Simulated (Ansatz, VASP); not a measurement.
**Ba in VASP and in Ansatz**

INCAR

```
  PREC = Accurate
  ENCUT = 520
  EDIFF = 1E-6
  ISMEAR = -1
  SIGMA = 0.1
  LREAL = F
  LASPH = T
  NELM = 80
  ALGO = Normal
  ISIF = 2
  LWAVE = F
  LCHARG = F
  GGA = PE
  NBANDS = 17
```

KPOINTS

```
Automatic mesh
0
Gamma
  10 10 6
```

POSCAR

```
Ba
1.0
    3.5650947239      0.0000000000      0.0000000000
   -1.7825473620      3.0874625978      0.0000000000
    0.0000000000      0.0000000000      5.2195351556
Ba
2
Direct
    0.3333333333      0.6666666667      0.2500000000
    0.6666666667      0.3333333333      0.7500000000
```

Input for Ansatz:

```yaml
crystal:
  lattice:
    - [3.5650947239, 0.0, 0.0]
    - [-1.782547362, 3.0874625978, 0.0]
    - [0.0, 0.0, 5.2195351556]
  atoms:
    - { symbol: Ba, position: [0.3333333333, 0.6666666667, 0.25] }
    - { symbol: Ba, position: [0.6666666667, 0.3333333333, 0.75] }
kpoints:
  mp_grid: { grid: [10, 10, 6] }
  band_path:
    path:
      - [0.0, 0.0, 0.0]
      - [0.5, 0.0, 0.0]
      - [0.3333333333, 0.3333333333, 0.0]
      - [0.0, 0.0, 0.0]
      - [0.0, 0.0, 0.5]
      - [0.5, 0.0, 0.5]
      - [0.3333333333, 0.3333333333, 0.5]
      - [0.0, 0.0, 0.5]
      - [0.5, 0.0, 0.5]
    npoints: 8
scf:
  occupations: { method: fermi_dirac, width: 0.1 }
hamiltonian:
  xc: pbe
  pseudopotentials: { kind: all_electron, lapw: { basis_error: 0.001 } }
output:
  forces: true
  stress: true
  eigenvalues: true
  populations: true
  dos: { projected: true, de: 0.2, e_range: [-14, 8] }
```

Change from the starting cell: volume scaled by 0.45, LAPW.

Alike in both runs: task single point; functional PBE; k mesh 10 × 10 × 6; occupations fermi-dirac, width 0.1 eV; no spin polarisation.

|  | VASP | Ansatz |
| --- | --- | --- |
| version | VASP 6.6.1 | Ansatz 0.2.0 |
| potentials or method | VASP PAW PBE potentials, release 64 (Ba_sv) | all-electron LAPW, scalar-relativistic |
| plane-wave cutoff (eV) | 520 | see its input |

```tsv
	VASP	Ansatz	Ansatz less VASP
pressure (GPa)	20.4	16.9	-3.57
largest component of the traceless stress (GPa)	0.93	0.22	-0.706
```

Ansatz ran all-electron here, so the differences hold the error of VASP's frozen core and of both bases.

Caveats: so large a pressure means that the cell lies far from this level's equilibrium, or that cutoff or potentials fall short (VASP). The runs have no spin-orbit coupling, so splittings on Ba are missing.
